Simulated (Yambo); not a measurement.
Input of a Yambo 5.3.0 run:

The input optics3.in:

```
optics
chi
Chimod= "IP"
% BndsRnXd
 1 | 33 |
%
% LongDrXd
 1 | 0 | 0 |
%
% QpntsRXd
 1 | 1 |
%
% EnRngeXd
 0 | 10 | eV
%
% DmRngeXd
 0.1 | 0.1 | eV
%
ETStpsXd= 300
```

File scf.in:

```
&CONTROL
  calculation = 'scf'
  prefix = 'pwscf'
  outdir = './tmp'
  pseudo_dir = './pseudo'
/
&SYSTEM
  ibrav = 0
  A = 3.51077882
  nat = 1
  ntyp = 1
  ecutwfc = 80
  nbnd = 13
  occupations = 'smearing'
  smearing = 'fd'
  degauss = 0.00367493
  force_symmorphic = .true.
/
&ELECTRONS
  conv_thr = 2d-10
  electron_maxstep = 120
  mixing_beta = 0.5
/
ATOMIC_SPECIES
Sb   121.7600 Sb.upf
CELL_PARAMETERS alat
  -0.4490571078    0.4490571078    0.7724606335
   0.4490571078   -0.4490571078    0.7724606335
   0.4490571078    0.4490571078   -0.7724606335
ATOMIC_POSITIONS alat
Sb     0.0000000000    0.0000000000    0.0000000000
K_POINTS automatic
16 16 16 0 0 0
```

The input nscf.in:

```
&CONTROL
  calculation = 'nscf'
  prefix = 'pwscf'
  outdir = './tmp'
  pseudo_dir = './pseudo'
/
&SYSTEM
  ibrav = 0
  A = 3.51077882
  nat = 1
  ntyp = 1
  ecutwfc = 80
  nbnd = 33
  occupations = 'smearing'
  smearing = 'fd'
  degauss = 0.00367493
  force_symmorphic = .true.
/
&ELECTRONS
  conv_thr = 1d-08
  diago_full_acc = .true.
  diago_thr_init = 1d-06
/
ATOMIC_SPECIES
Sb   121.7600 Sb.upf
CELL_PARAMETERS alat
  -0.4490571078    0.4490571078    0.7724606335
   0.4490571078   -0.4490571078    0.7724606335
   0.4490571078    0.4490571078   -0.7724606335
ATOMIC_POSITIONS alat
Sb     0.0000000000    0.0000000000    0.0000000000
K_POINTS automatic
16 16 16 0 0 0
```

Potentials or basis: PseudoDojo 0.4.1 SR PBEsol standard.

Run with:

```sh
$ OMP_NUM_THREADS=1 pw.x -in scf.in > scf.out
$ OMP_NUM_THREADS=1 pw.x -in nscf.in > nscf.out
$ cd tmp/pwscf.save; p2y; mv SAVE ../..; cd ../..
$ OMP_NUM_THREADS=1 yambo
$ OMP_NUM_THREADS=1 yambo -F optics3.in -J optics3 -C optics3_out
```

Problem. Estimate the band gap on the k mesh, mean-field level.

Solution. None (metal or under the smearing width).

Dielectric function (along the field direction of the input):
| energy (eV) | real part | imaginary part |
| --- | --- | --- |
| 0.27 | 70.23 | 20.75 |
| 0.77 | 18.55 | 19.51 |
| 1.27 | 15.84 | 20.28 |
| 1.77 | 2.31 | 40.24 |
| 2.31 | -14.49 | 16.04 |
| 2.81 | -5.32 | 7.14 |
| 3.31 | -5.44 | 5.23 |
| 3.85 | -3.44 | 3.03 |
| 4.35 | -2.32 | 2.38 |
| 4.85 | -0.72 | 2.84 |
| 5.38 | -1.26 | 3.02 |
| 5.89 | -1.49 | 1.99 |
| 6.39 | -0.44 | 1.35 |
| 6.92 | -0.32 | 1.62 |
| 7.42 | -0.53 | 1.26 |
| 7.93 | -0.14 | 0.93 |
| 8.46 | -0.16 | 1.08 |
| 8.96 | -0.11 | 0.87 |
| 9.46 | 0.01 | 0.82 |
| 10.00 | -0.02 | 0.63 |

Caveat: the intraband (Drude) term of the metal is left out; the ground state has no gap, which makes the many-body step unreliable; independent-particle spectra lack excitons. The run has no spin-orbit coupling, so splittings on Sb are missing.
